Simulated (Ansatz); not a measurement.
Runs of Ansatz 0.2.0 on WC. Symmetry: Cmmm, No. 65, orthorhombic system. The conventional cell has a = 3.281 Å, b = 4.236 Å, c = 4.309 Å, α = 90.00°, β = 90.00°, γ = 90.00°. Around W (site symmetry mmm) lie 4 W at 2.68 Å and 8 C at 2.71 to 3.02 Å. C (site symmetry mmm) is surrounded by 4 C at 2.68 Å and 8 W at 2.71 to 3.02 Å. The cell was built by a generator and needn't be a form met in nature.

```csv
task,level,spin,cell,k mesh,cutoff (eV),points for each segment of the path,gap on the mesh (eV),pressure (GPa),relaxed volume (Å³/atom)
relaxation of cell and atoms,PBEsol,off,relaxed,10 × 10 × 6,420,-,none,0.0,(a)
band structure,PBEsol,off,as given,10 × 10 × 6,420,14,none,-37.9,-
relaxation of cell and atoms,LDA,off,relaxed,10 × 10 × 6,420,-,none,0.0,11.13
band structure,LDA,"SOC, no magnetisation",as given,7 × 7 × 5,420,14,none,-39.5,-
band structure,r2SCAN,"SOC, no magnetisation",as given,7 × 7 × 5,500,14,none,-34.0,-
```

Alike in all rows: potentials or basis Ansatz PAW; smearing fermi-dirac 0.05 eV.

Problem. Fill in the values left out.

Solution. (a) 11.32.

Caveats: the PAW data sets come from PBE, with cores solved anew for the run's functional, which leaves a small shift of forces and pressure; a pressure of tens of GPa on the cell as given is suspect, and the run, the potentials or the cell itself is likely at fault (some runs); the volume moved by over 15 % at a fixed basis, so the end points are rough (some runs); the plane-wave basis is chosen anew once the cell has moved, so the energies of steps on either side of that aren't comparable (some runs); spin-orbit coupling is left out, which moves the levels of the heavy elements (some runs).

A k mesh can miss the band edges, and rows without SOC leave out spin-orbit coupling on W.

A gap of «none» marks a metal or a gap under the smearing width.

Runs at the PBE level aren't shown here.
